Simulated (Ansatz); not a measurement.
**Convergence test, CuO**

All numbers below come from Ansatz 0.2.0, DFT PBE, scalar-relativistic, plane waves, PAW.

```
Cu O
1.0
     2.34044   -1.71078   -0.02293
     2.31974    1.68246   -0.01014
    -0.89088    0.02409    5.07863
Cu O
2 2
Cartesian
  1.1314 0.8451 -0.0328
  0.6592 -0.8608 2.5221
  2.0366 -0.3045 1.2916
  1.5596 0.2913 3.7421
```

- plane-wave cutoff: 420 eV
- occupation rule: Gaussian smearing, 0.1 eV
- spin treatment: unpolarised

The atoms stay fixed while the k-point mesh is varied. ΔE is the energy extrapolated to zero smearing, less that of the reference run (10×10×6). The cell was strained and its atoms displaced at random, so that forces don't vanish. The meshes are Γ-centred. Pressure is positive in compression.

Times are rough; the reference took 27 s on 1 thread of Arm Neoverse V2 (shared host), peak memory 0.51 GiB.

One run gave ΔE = 172 meV/atom and P = 11.12 GPa. Which k-point mesh did it use, of 1×1×1, 2×2×2, 4×4×2, 4×4×4, 6×6×4, 8×8×4?

2×2×2. All runs:

```
   mesh  ΔE (meV/atom) P (GPa) largest change of a force component (eV/Å) irreducible points wall time (s)
  1×1×1           1000     7.13                                       1.133                   1           0.61
  2×2×2            172    11.12                                       0.372                   8           0.94
  4×4×2          -7.82     7.01                                       0.055                  20            2.4
  4×4×4          -8.22     7.12                                       0.056                  36            3.4
  6×6×4           1.04     7.23                                       0.020                  76              7
  8×8×4          -0.20     7.20                                       0.013                 132             12
10×10×6           0.00     7.20                                       0.000                 304             27
```